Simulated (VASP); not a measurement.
# Settings for W: self-consistent run

W, Im-3m (no. 229), 1 atom in the cell. LDA; PAW potentials W_sv (LDA set). VASP 6.6.1.

Wanted: energy within 0.2 meV/atom; Fermi level within 0.005 eV.

What the run is for: comparing ways to start; Accuracy asked: tight.

POSCAR:
```
W
1.0
   -1.5823450000      1.5823450000      1.5823450000
    1.5823450000     -1.5823450000      1.5823450000
    1.5823450000      1.5823450000     -1.5823450000
W
1
Direct
    0.0000000000      0.0000000000      0.0000000000
```

## How the run starts (with a second run first, the time holds both)

| How the run starts (with a second run first, the time holds both) | Energy less reference (meV/atom) | Fermi level (eV) | Time (s) |
|---|---|---|---|
| from scratch: 11 SCF iterations | 0.00 | 11.3083 | 14 |
| orbitals of a nearby geometry (ISTART 1): 11 + 8 SCF iterations | 0.00 | 11.3082 | 44 |
| orbitals and density of a nearby geometry: 11 + 9 SCF iterations | 0.00 | 11.3083 | 44 |
| density of a nearby geometry (ICHARG 1): 11 + 11 SCF iterations | 0.00 | 11.3083 | 48 |
| orbitals in the old basis (ISTART 2), symmetry off: 11 + 8 SCF iterations | -0.10 | 11.3083 | 312 |

Chosen: from scratch: 11 SCF iterations; no other choice that stays within half of the tolerance saves 30 % of the time.

The chosen settings are those of the reference run.

## The input

INCAR:
```
ALGO = Normal ; EDIFF = 1E-6
ENCUT = 400 ; GGA = CA
GGA_COMPAT = F ; ISIF = 2
ISMEAR = 1 ; LASPH = T
LCHARG = F ; LREAL = F
LWAVE = F ; NELM = 120
PREC = Accurate ; SIGMA = 0.1
```

KPOINTS:
```
k-points
0
Gamma
  15 15 15
```

Commands:
```
cat potpaw_LDA.64/W_sv/POTCAR > POTCAR
mpirun -np 1 vasp_std > vasp.out
```

The chosen input took VASP 6.6.1 14 s on 1 core (Intel Xeon Platinum 8175M @ 2.50GHz (Skylake/Cascade Lake)), a shared host.

## An input that fails: restart asked without its files

VASP's message: ERROR: charge density could not be read from file CHGCAR for ICHARG>10.

Changes against the starting input:
```
- NELM = 120
+ NELM = 60
+ ICHARG = 11
```
